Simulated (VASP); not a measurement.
Write the native input for VASP 6.6.1 that does the following.

```
Task                   : relaxation of cell and atoms
Functional             : PBE
Potentials or basis    : VASP PAW PBE potentials, release 64 (Pb_d, Cs_sv, Br)
Cutoff                 : 600 eV
k mesh                 : 4 × 4 × 4
Occupations            : gaussian, width 0.02 eV
Spin                   : no spin polarisation
Ladder                 : gaps
Further INCAR settings : ALGO = Fast; EDIFF = 1e-07; IBRION = 2; EDIFFG = -0.02; NSW = 60; ISIF = 3
```

The structure of CsPbBr3 lies in POSCAR:

```
CsPbBr3
1.0
    5.8700000000      0.0000000000      0.0000000000
    0.0000000000      5.8700000000      0.0000000000
    0.0000000000      0.0000000000      5.8700000000
Pb Cs Br
1 1 3
Direct
    0.5000000000      0.5000000000      0.5000000000
    0.0000000000      0.0000000000      0.0000000000
    0.5000000000      0.5000000000      0.0000000000
    0.5000000000      0.0000000000      0.5000000000
    0.0000000000      0.5000000000      0.5000000000
```

Measurements of this composition are mostly on another form, of space group No. 62.

The input as run:

INCAR

```
SYSTEM = CsPbBr3
PREC = Accurate
ENCUT = 600
EDIFF = 1E-7
ISMEAR = 0
SIGMA = 0.02
LREAL = .FALSE.
LASPH = .TRUE.
NELM = 80
ALGO = Fast
ISIF = 3
LWAVE = .FALSE.
LCHARG = .FALSE.
GGA = PE
IBRION = 2
NSW = 60
EDIFFG = -0.02
KPAR = 2
```

KPOINTS

```
regular mesh
0
G
  4 4 4
  0 0 0
```

Potentials or basis: VASP PAW PBE potentials, release 64 (Pb_d, Cs_sv, Br).

Run with:

```sh
$ cat potpaw_PBE.64/Pb_d/POTCAR potpaw_PBE.64/Cs_sv/POTCAR potpaw_PBE.64/Br/POTCAR > POTCAR
$ mpirun -np 2 vasp_std > vasp.out
```

Results of the run:

The relaxed volume is 43.45 Å³/atom. The relaxed cell is a = 6.012 Å, b = 6.012 Å, c = 6.012 Å, α = 90.00°, β = 90.00°, γ = 90.00° and the space group after relaxing (to 0.05 Å) is Pm-3m (No. 221). The energy gained by relaxing is 13.5 meV/atom. The ionic steps are 3 and the pressure after relaxing is 0.0 GPa. The band gap on the k mesh is 1.80 eV, direct.

Caveat: spin-orbit coupling is left out, which as a rule narrows the gap of such compounds by several tenths of an eV.

Wall time 110 s on 2 MPI ranks on Intel(R) Xeon(R) Platinum 8259CL CPU @ 2.50GHz (Skylake/Cascade Lake), with other jobs on the host, peak memory 0.37 GiB a rank.
